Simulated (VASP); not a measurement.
Runs of VASP 6.6.1 on Cu3Au (Auricupride). Symmetry: Pm-3m, No. 221, cubic system. The conventional cell has a = 3.740 Å, b = 3.740 Å, c = 3.740 Å, α = 90.00°, β = 90.00°, γ = 90.00°. Around Au (site symmetry m-3m) lie 12 Cu at 2.64 Å. Cu (site symmetry 4/mmm) has 4 Au at 2.64 Å and 8 Cu at 2.64 Å as nearest neighbours. 

```csv
level,spin,k mesh,pressure (GPa)
SCAN,"SOC, no magnetisation",5 × 5 × 5,-3.9
rSCAN,off,7 × 7 × 7,-0.2
r2SCAN,"SOC, no magnetisation",5 × 5 × 5,(a)
SCAN,off,7 × 7 × 7,-3.7
r2SCAN,off,7 × 7 × 7,-0.2
```

Alike in all rows: task band structure; potentials or basis VASP PAW PBE potentials, release 64 (Au, Cu); cell as given; cutoff (eV) 520; smearing fermi-dirac 0.05 eV.

Question: Estimate the missing entries.

Answer: (a) -0.3.

Caveats: the PAW data sets were made with another functional, which shifts forces and pressure a little.

Runs at the PBE level aren't shown here.
